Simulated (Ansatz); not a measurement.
# MgTe (F-43m) in Ansatz: a series of runs

The runs below take MgTe through phonons, elastic constants, with PBEsol.

Program: Ansatz 0.2.0. These are calculated values, not measurements. Logs are shortened: lines on timing, memory, paths and dates and some standing lists are left out, and cuts for length are marked.

**1. Starting point**

It takes space group F-43m (No. 216, cubic). Conventional cell: a = 6.464 Å, b = 6.464 Å, c = 6.464 Å, α = 90.00°, β = 90.00°, γ = 90.00°. Around Te (site symmetry -43m) lie 4 Mg at 2.80 Å. Mg (site symmetry -43m) is surrounded by 4 Te at 2.80 Å.

The cell comes from a database or a generator and needn't be the stable form of this composition.

**2. Phonons, PBEsol**

File input.yaml:

```yaml
crystal:
  lattice:
    - [0.0, 3.2319988239, 3.2319988239]
    - [3.2319988239, 0.0, 3.2319988239]
    - [3.2319988239, 3.2319988239, 0.0]
  atoms:
    - { symbol: Te, position: [0.25, 0.25, 0.25] }
    - { symbol: Mg, position: [0.0, 0.0, 0.0] }
hamiltonian:
  xc: pbesol
  pseudopotentials: { kind: paw }
kpoints:
  mp_grid: { grid: [5, 5, 5] }
scf:
  occupations: { method: fixed }
phonons:
  method: dfpt
  dielectric: true
  rigid_motions: translations
```

Potentials or basis: Ansatz PAW.

Run with:

```sh
ansatz run input.yaml --threads 2 --pin off --max-ram 5632MiB --backend cpu --events-out ev --progress --plain --runs-dir out
```

What it wrote:

```text
Warning: RAYON_NUM_THREADS=2 ignored (pool sized by the plan → 2); use --threads N
Engine: ansatz 0.2.0, aarch64-unknown-linux-gnu
Pseudopotentials: kind: paw
Pseudopotential: Te, paw, valence charge 16, recommended cutoff 420 eV (normal), Te.paw.azcp
Pseudopotential: Mg, paw, valence charge 10, recommended cutoff 420 eV (normal), Mg.paw.azcp
Functional definition: PBEsol
  exchange = pbesol_x
  correlation = pbesol_c
Crystal: 2 atoms, lattice volume = 67.522 Å³
Basis set: ecut = 420 eV, 1363 PW (Γ), exchange–correlation on 64×64×64 points (8 copies of the dense FFT grid, shifted against one another)
Bands: 17, of which v1, the nominal top of the filled ones, is band 13 counted from 1 (12 counted from 0)
Symmetry: 24 space group operations
k-points: 27 of 125 (irreducible under 4 space group operations, time reversal used)
Non-local potential: Te, projectors of the file, l = 0: 2, l = 1: 2, l = 2: 2, l = 3: 2
Non-local potential: Mg, projectors of the file, l = 0: 3, l = 1: 2, l = 2: 1
PAW form: soft (Blöchl's): semilocal exchange-correlation on the pseudo side does not see the compensation charge
PAW frozen core: Te, regenerated for the run's functional, and the local potential with it (the file was generated under x = pbe(κ = 0.804, μ = 0.2195149727645171), c = pbe(β = 0.06672455060314922))
PAW frozen core: Mg, regenerated for the run's functional, and the local potential with it (the file was generated under x = pbe(κ = 0.804, μ = 0.2195149727645171), c = pbe(β = 0.06672455060314922))
PAW one-centre angular grid: Te, 590 points (default); XC on 64 Gauss nodes
PAW one-centre angular grid: Mg, 110 points (default); XC on 64 Gauss nodes
Initial density: superposition of atomic densities (neutral atoms: chi_scale 0, normalization atom), corrected by the library's trained network
Initial wavefunctions: pseudopotential atomic-orbital guess
Functional: x = pbesol(κ = 0.804, μ = 0.12345679012345678), c = pbesol(β = 0.046)
SCF iter   1: F=—  HF=-8815.208225 eV  |F-HF|=—  |Δ(HF+E_count)|=         —  Δρ=1.98e-3  dr2=3.25e-3  ethr=1.77e-3  ⟨swp⟩=5.0  Hψ=2085  notcnv=0  defer=50
preconditioner: auto → none  [insulator: Δε(μ)=2.293 eV  Ē_g=9.107 eV  n_scr=14 (ndim 8)  ℏωp=12.8 eV  f_vac=0.114  ε∞_Penn≈3.0]
SCF iter   2: F=—  HF=-8815.205803 eV  |F-HF|=—  |Δ(HF+E_count)|=   2.42e-3  Δρ=8.94e-4  dr2=3.76e-4  ethr=1.25e-5  ⟨swp⟩=2.3  Hψ=970  notcnv=0  defer=50
SCF iter   3: F=—  HF=-8815.205819 eV  |F-HF|=—  |Δ(HF+E_count)|=   1.59e-5  Δρ=2.07e-4  dr2=1.97e-5  ethr=1.45e-6  ⟨swp⟩=2.0  Hψ=868  notcnv=0  defer=50
SCF iter   4: F=—  HF=-8815.205819 eV  |F-HF|=—  |Δ(HF+E_count)|=   3.52e-7  Δρ=6.67e-5  dr2=2.01e-6  ethr=7.57e-8  ⟨swp⟩=2.1  Hψ=751  notcnv=0  defer=39
SCF iter   5: F=—  HF=-8815.205821 eV  |F-HF|=—  |Δ(HF+E_count)|=   2.45e-6  Δρ=4.01e-6  dr2=5.66e-9  ethr=7.73e-9  ⟨swp⟩=2.0  Hψ=564  notcnv=0  defer=1
SCF iter   6: F=—  HF=-8815.205821 eV  |F-HF|=—  |Δ(HF+E_count)|=   2.93e-9  Δρ=7.25e-7  dr2=2.81e-10  ethr=2.18e-11  ⟨swp⟩=2.1  Hψ=813  notcnv=0  defer=1
SCF iter   7: F=-8815.205821 eV  HF=-8815.205821 eV  |F-HF|=3.64e-12  |Δ(HF+E_count)|=  1.24e-10  Δρ=1.47e-7  dr2=1.03e-11  ethr=1.00e-12  ⟨swp⟩=9.2  Hψ=2894  notcnv=0
SCF 1 converged in 7 iterations: F = -8815.205821 eV  dr2 = 1.03e-11
NSCF: frozen V_eff on 6 k-points
DFPT response loops at Γ: preconditioner auto → none (the input reference at scf.mixing.eps_inf says where Resta's filter doesn't serve); β = 0.50; Broyden in place of MSR1
── the response to a field inside a basis, on 6×6×6 k-points: an SCF that follows is theirs, and a resumed run solves both again ──
Bands: 14, of which v1, the nominal top of the filled ones, is band 13 counted from 1 (12 counted from 0)
k-points: 28 of 216 (irreducible under 6 space group operations, time reversal used)
Initial density: handed on by an earlier stage of this run
Initial wavefunctions: pseudopotential atomic-orbital guess (no wavefunctions were taken with the density)
Eigensolver: Dense (28 Hₖ)
SCF iter   1: F=—  HF=-8815.210847 eV  |F-HF|=—  |Δ(HF+E_count)|=         —  Δρ=1.79e-4  dr2=4.32e-5  ethr=1.00e-1
preconditioner: auto → none  [insulator: Δε(μ)=2.696 eV  Ē_g=7.342 eV  n_scr=14 (ndim 8)  ℏωp=12.8 eV  f_vac=0.101  ε∞_Penn≈4.0]
SCF iter   2: F=—  HF=-8815.210837 eV  |F-HF|=—  |Δ(HF+E_count)|=   1.05e-5  Δρ=6.75e-5  dr2=2.21e-6  ethr=1.66e-7
SCF iter   3: F=—  HF=-8815.210837 eV  |F-HF|=—  |Δ(HF+E_count)|=   3.95e-7  Δρ=2.90e-5  dr2=4.29e-7  ethr=8.51e-9
SCF iter   4: F=-8815.210837 eV  HF=-8815.210837 eV  |F-HF|=3.08e-9  |Δ(HF+E_count)|=   1.91e-7  Δρ=2.55e-6  dr2=2.60e-9  ethr=1.65e-9
SCF 1 converged in 4 iterations: F = -8815.210837 eV  dr2 = 2.60e-9
DFPT response loops at Γ: mixed as the last ones told, above
WARN: field response: ε∞ stands inside a basis, on 6×6×6 points; the force constants stand on the 5×5×5 k-mesh, whose period is 10.97 times the interband length at k = (0.0000, 0.0000, 0.0000), direct gap 2.295 eV, under 14: take them and everything formed from them as unconverged, and compare with a denser kpoints.mp_grid
SCF converged after 7 iterations
Free energy (F): -8815.205821 eV
Harris-Foulkes:  -8815.205821 eV  (|F-HF|=3.64e-12)
Internal energy: -8815.205821 eV  (E = F + TS)
E sigma→0 (E₀):  -8815.205821 eV
Fermi energy:    4.206009 eV
--- Per-component energies (eV) ---
  E_band       = -668.642295
  E_kinetic    = 256.677271
  E_local      = -3312.964960  (includes V_loc(G=0)·N_el)
  E_nonlocal   = -211.034267
  E_hartree    = 1574.385326
  E_xc         = -151.894381
  E_vxc        = -141.217813  (∫ρ·V_xc dr)
  E_paw        = -4866.964049  (= ΣΔE_a)
  E_vpaw       = -408.872970  (= ΣTr[D̂ρ^β])
  E_aug_tail   = -0.000212  (compensation charges beyond the density's cutoff)
  E_ewald      = -2103.844226
  E_core_change = 0.433677  (= ΣΔE_core)
  E_smearing   = -0.000000  (= −TS)
  E_closure    = -0.000000  (closes the sum)
  Σ components = -8815.205821   (vs F -8815.205821, Δ=0.00e0)
--- Band table (eV; the first three rows and the last of 27) ---
  k-point 0: bands = ["-70.5166", "-37.4581", "-37.4581", "-37.4581", "-30.8242", "-30.8242", "-30.8242", "-30.8160", "-30.8160", "-6.0139", "4.2060", "4.2060", "4.2060", "6.5013", "9.6396", "9.6396", "9.6396"]
  k-point 1: bands = ["-70.5166", "-37.4581", "-37.4581", "-37.4581", "-30.8243", "-30.8241", "-30.8241", "-30.8160", "-30.8160", "-5.8328", "2.6756", "4.0451", "4.0451", "7.5241", "9.8203", "9.9469", "9.9469"]
  k-point 2: bands = ["-70.5166", "-37.4582", "-37.4581", "-37.4581", "-30.8244", "-30.8239", "-30.8239", "-30.8159", "-30.8159", "-5.4927", "1.1894", "3.8225", "3.8225", "7.4075", "9.7567", "9.7567", "11.2955"]
  k-point 26: bands = ["-70.5166", "-37.4582", "-37.4581", "-37.4581", "-30.8245", "-30.8240", "-30.8236", "-30.8160", "-30.8157", "-5.2782", "1.4677", "2.4335", "3.0639", "8.5287", "9.3423", "9.9230", "12.0904"]
--- Phonons (Γ-DFPT): 2 representative perturbations + reference, on 27 of 125 k-points (Σ response iterations 7) ---
  k mesh reduced under 4 symmetry operations, with k and −k counted as one. Each operation leaves every solved perturbation unchanged. A smaller set is not considered because the run solves the response to a homogeneous field
  ASR residual: 1.539e-4 → 0.000e0 eV/Å²; symmetrization residual: 4.075e-6 eV/Å²
  ASR residual per site (eV/Å²): 6.04e-5 1.54e-4
  Γ frequencies (cm⁻¹): 0.00 0.00 0.00 233.55 233.55 233.55
  ε∞ (high-frequency dielectric tensor):
        5.603073    -0.000000    -0.000000
       -0.000000     5.603073     0.000000
       -0.000000     0.000000     5.603073
  ε⁰ (static dielectric tensor: ions relaxed, cell fixed):
        8.024890    -0.000000    -0.000000
       -0.000000     8.024890     0.000000
       -0.000000     0.000000     8.024890
  ε⁰ − ε∞ (ionic part):
        2.421817    -0.000000    -0.000000
       -0.000000     2.421817     0.000000
       -0.000000     0.000000     2.421817
  softest optical mode at Γ: 233.55 cm⁻¹; the repairs (sum rule, projections) moved no ω² at Γ by more than (1.41 cm⁻¹)²
  Born effective charges Z* (e; rows j = field, columns β = displacement):
    site 0:
        -1.92375    0.00000   -0.00000
        -0.00000   -1.92375    0.00000
         0.00000   -0.00000   -1.92375
    site 1:
         1.92375   -0.00000    0.00000
         0.00000    1.92375   -0.00000
        -0.00000    0.00000    1.92375
  Z* charge neutrality: 4.461e-4 e pre-enforcement
  solved inside a basis spanned on kpoints, on 6×6×6 k-points, its susceptibility summed on 10×10×10: ε∞ is read to err by 2.0e-2, Z* by 1.7e-2 e (field_mesh: kpoints solves on kpoints); Z* is corrected for what the basis lacks
  optical modes at Γ without the LO–TO term, one row a degenerate level:
      ω (cm⁻¹)  modes    IR ((D/Å)²/amu)
        233.55      3            12.5460
  optical modes at Γ + LO–TO along q̂ = [1.0000, 0.0000, 0.0000]:
      ω (cm⁻¹)  modes    IR ((D/Å)²/amu)
        233.55      2             8.3640
        279.50      1             4.1820
  optical modes at Γ + LO–TO along q̂ = [0.0000, 1.0000, 0.0000]:
      ω (cm⁻¹)  modes    IR ((D/Å)²/amu)
        233.55      2             8.3640
        279.50      1             4.1820
  optical modes at Γ + LO–TO along q̂ = [0.0000, 0.0000, 1.0000]:
      ω (cm⁻¹)  modes    IR ((D/Å)²/amu)
        233.55      2             8.3640
        279.50      1             4.1820
```

Wall time 16 s (2 threads of Arm Neoverse V2, shared host); peak memory 0.45 GiB.

What came out:

| Quantity | Value |
| --- | --- |
| Free energy | -8815.2058 eV |
| Band gap on the k mesh | 2.30 eV, direct |
| Highest phonon frequency at Γ, LO-TO splitting left out | 234 cm⁻¹ |

Phonon frequencies in cm⁻¹ (negative: imaginary):
```
              q point        frequencies
(0.000, 0.000, 0.000)  0 0 0 234 234 234
```

Caveat: odd divisions of the mesh miss points on the zone boundary, where band edges often lie, so the gap on the mesh can be too wide; spin-orbit coupling is left out, which moves the levels of the heavy elements; the PAW data sets come from PBE, with cores solved anew for the run's functional, which leaves a small shift of forces and pressure.

**3. Elastic constants, PBEsol**

input.yaml, as its differences from that of step 2:

```diff
@@ -15,5 +15,7 @@
   occupations: { method: fixed }
-phonons:
-  method: dfpt
-  dielectric: true
-  rigid_motions: translations
+output:
+  forces: true
+  stress: true
+elastic:
+  mode: relaxed_ion
+  stencil: two_point
```

Potentials or basis: Ansatz PAW.

Run with:

```sh
ansatz run input.yaml --threads 2 --pin off --max-ram 5632MiB --backend cpu --events-out ev --progress --plain --runs-dir out
```

What it wrote:

```text
Warning: RAYON_NUM_THREADS=2 ignored (pool sized by the plan → 2); use --threads N
Engine: ansatz 0.2.0, aarch64-unknown-linux-gnu
Pseudopotentials: kind: paw
Pseudopotential: Te, paw, valence charge 16, recommended cutoff 420 eV (normal), Te.paw.azcp
Pseudopotential: Mg, paw, valence charge 10, recommended cutoff 420 eV (normal), Mg.paw.azcp
Functional definition: PBEsol
  exchange = pbesol_x
  correlation = pbesol_c
Crystal: 2 atoms, lattice volume = 67.522 Å³
Basis set: ecut = 420 eV, 1363 PW (Γ), exchange–correlation on 64×64×64 points (8 copies of the dense FFT grid, shifted against one another)
Bands: 17, of which v1, the nominal top of the filled ones, is band 13 counted from 1 (12 counted from 0)
Symmetry: 24 space group operations
Space group: F-43m (ITA 216), of the structure as read, at distance tolerance 4.1e-5 Å
[... 165 lines left out ...]
  dense FFT box of the reference and of every strained cell: 32×32×32
  strains applied: 11, 23; error gains: componentwise 1.00 (the most a stress slope's error grows in a printed constant), spectral 1.73 (1 for all six strains in a standard setting)
  C = ∂σ_k/∂η_j (tension-positive GPa; Voigt order 11 22 33 23 13 12):
        44.347     29.747     29.747      0.000      0.000     -0.000
        29.747     44.347     29.747      0.000      0.000     -0.000
        29.747     29.747     44.347      0.000      0.000     -0.000
         0.000     -0.000      0.000     16.822      0.000     -0.000
        -0.000     -0.000     -0.000     -0.000     16.822      0.000
         0.000     -0.000      0.000      0.000      0.000     16.822
  reference stress σ⁰ (GPa):      0.384      0.384      0.384     -0.000      0.000      0.000
  C* (energy form; C + prestress term) asymmetry max|C*_kj − C*_jk| = 1.066e-14 GPa — a small one proves nothing (zero by symmetry where the batch's group is 432, −43m or m−3m); a large one is finite-difference/SCF noise where every solve meets its electron count
  moduli (Voigt/Reuss/Hill, GPa): K = 34.61/34.61/34.61   G = 13.01/11.05/12.03   E = 32.35   ν = 0.344
  mechanically stable: yes (min eigenvalue of sym C = 14.60 GPa)
  strain η (Voigt 11):  stress-route row diagonal C_11 = 44.35 GPa, energy-path curvature d²(F+E_count+ΔE)/dδ²/Ω₀ = 44.42 GPa
         δ    σ_11 (GPa)             F (eV)   n_scf  n_hpsi   n_pw
    -2.000e-3       0.2947       -8815.2060959       7    5233   1363   relax 0 steps, max|allowed force component| 2.70e-17 eV/Å
     2.000e-3       0.4721       -8815.2054548       7    4645   1363   relax 0 steps, max|allowed force component| 2.70e-17 eV/Å
  strain η (Voigt 23):  stress-route row diagonal C_44 = 16.82 GPa, energy-path curvature d²(F+E_count+ΔE)/dδ²/Ω₀ = 16.69 GPa
         δ    σ_23 (GPa)             F (eV)   n_scf  n_hpsi   n_pw
    -2.000e-3      -0.0336       -8815.2057983       8    7743   1363   relax 3 steps, max|allowed force component| 1.71e-7 eV/Å
     2.000e-3       0.0336       -8815.2057983       8    7981   1363   relax 2 steps, max|allowed force component| 4.02e-7 eV/Å
```

elastic.tsv:

```text
# convention: tension-positive GPa; Voigt order 11 22 33 23 13 12; engineering shear strains; stresses and constants hold the Pulay correction, whose part of sigma0, of c and of each member's stress the lines and columns named pulay_correction_..._gpa give (of c_energy it is that of c and, on the columns of strains 1 to 3, that of sigma0; of a layer's constants it is that of c in the plane, times a tenth of its plane spacing in ang); where a line pulay_correction_withheld stands none holds it
[... 15 lines left out ...]
6	1.4245637191e-29	-1.4245637226e-29	2.8025969286e-45	2.3020414125e-47	2.0559190739e-21	1.6822186468e1	2.3161111831e-17	2.3161111830e-17	2.3161111831e-17	2.3020414125e-47	2.0559190739e-21	1.6822186468e1	8.1652430287e-32	-8.1652430596e-32	2.1895288505e-47	-2.4651903288e-32	1.6702364666e-23	2.0347366370e-2
```

elastic_members.tsv:

```text
# convention: tension-positive GPa; Voigt order 11 22 33 23 13 12; engineering shear strains; stresses and constants hold the Pulay correction, whose part of sigma0, of c and of each member's stress the lines and columns named pulay_correction_..._gpa give (of c_energy it is that of c and, on the columns of strains 1 to 3, that of sigma0; of a layer's constants it is that of c in the plane, times a tenth of its plane spacing in ang); where a line pulay_correction_withheld stands none holds it
[... 10 lines left out ...]
3	2.0000000000e-3	3.8364670794e-1	3.8351970574e-1	3.8351970574e-1	3.3644375603e-2	1.1528087510e-15	4.3282852813e-16	-8.8152057983e3	-8.8152057983e3	8	7981	1363	2	4.0225198809e-7	0.0000000000e0	-1.3215558909e-2	-1.3279027554e-2	-1.3279027554e-2	4.0694790630e-5	1.4588786260e-18	-4.2409262385e-21	7.8492551933e-7	0.0000000000e0
```

Wall time 11 s (2 threads of Arm Neoverse V2, shared host); peak memory 0.35 GiB.

Results:

```yaml
Free_energy: -8815.2058 eV
Pressure: -0.4 GPa
Band_gap_on_the_k_mesh: 2.30 eV, direct
Elastic_constants_C11_C12_C44: 44, 30, 17 GPa
Voigt_bulk_modulus: 35 GPa
```

Elastic tensor in Voigt notation (GPa, in the Cartesian axes of the cell as first typed):
```
44 30 30  0  0  0
30 44 30  0  0  0
30 30 44  0  0  0
 0  0  0 17  0  0
 0  0  0  0 17  0
 0  0  0  0  0 17
```

Caveat: odd divisions of the mesh miss points on the zone boundary, where band edges often lie, so the gap on the mesh can be too wide; spin-orbit coupling is left out, which moves the levels of the heavy elements; the PAW data sets come from PBE, with cores solved anew for the run's functional, which leaves a small shift of forces and pressure.
